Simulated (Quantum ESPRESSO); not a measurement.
Input of a Quantum ESPRESSO 7.5 run:

File pw.in:

```
&CONTROL
  calculation = 'vc-relax'
  prefix = 'pwscf'
  outdir = './tmp'
  pseudo_dir = './pseudo'
  tprnfor = .true.
  tstress = .true.
  disk_io = 'low'
  nstep = 40
  forc_conv_thr = 0.0004
  etot_conv_thr = 1d-05
/
&SYSTEM
  ibrav = 0
  nat = 2
  ntyp = 2
  ecutwfc = 64
  ecutrho = 515
  nbnd = 21
  occupations = 'smearing'
  smearing = 'fd'
  degauss = 0.00367493
  nspin = 2
  starting_magnetization(1) = 0.1176
  starting_magnetization(2) = 0
/
&ELECTRONS
  conv_thr = 4d-10
  electron_maxstep = 120
  mixing_beta = 0.3
/
&IONS
  ion_dynamics = 'bfgs'
/
&CELL
  cell_dynamics = 'bfgs'
  press = 50
  press_conv_thr = 0.3
/
ATOMIC_SPECIES
Co    58.9332 co_pbesol_v1.2.uspp.F.UPF
O     15.9990 o_pbesol_v1.2.uspp.F.UPF
CELL_PARAMETERS angstrom
   1.6022198417    0.9250420569    2.5664708903
  -1.6022198417    0.9250420569    2.5664708903
   0.0000000000   -1.8500841138    2.5664708903
ATOMIC_POSITIONS crystal
Co     0.9989783200    0.9989783200    0.9989783200
O      0.7510210300    0.7510210300    0.7510210300
K_POINTS automatic
8 8 8 0 0 0
```

Potentials or basis: GBRV 1.5 PBEsol.

Run with:

```bash
$ OMP_NUM_THREADS=1 mpirun -n 2 pw.x -nk 2 -in pw.in > pw.out
```

Q: What does it give for the space group after relaxing (to 0.05 Å)?

A: F-43m (No. 216).

Q: Predict the net moment.

A: 1.74 μB per cell.

Q: Estimate the relaxed volume.

A: 9.99 Å³/atom.

Step by step:
| step | energy change (eV) | largest force (eV/Å) | pressure (GPa) | volume (Å³) |
| --- | --- | --- | --- | --- |
| 1 | 0.0000 | 0.2312 | -6.95 | 22.82 |
| 2 | -0.0310 | 0.1310 | 0.95 | 21.46 |
| 3 | -0.0232 | 0.0149 | 3.58 | 20.80 |
| 4 | -0.0154 | 0.0260 | 4.18 | 20.48 |
| 5 | -0.0062 | 0.0451 | 4.06 | 20.10 |
| 6 | -0.0036 | 0.0149 | 4.82 | 20.01 |
| 7 | -0.0029 | 0.0029 | 5.03 | 19.98 |
| 8 | -0.0030 | 0.0024 | 5.00 | 19.99 |
| 9 | -0.0030 | 0.0019 | 4.99 | 19.99 |

Caveat: a cell with one magnetic atom can't hold antiferromagnetic order, which such compounds often take.
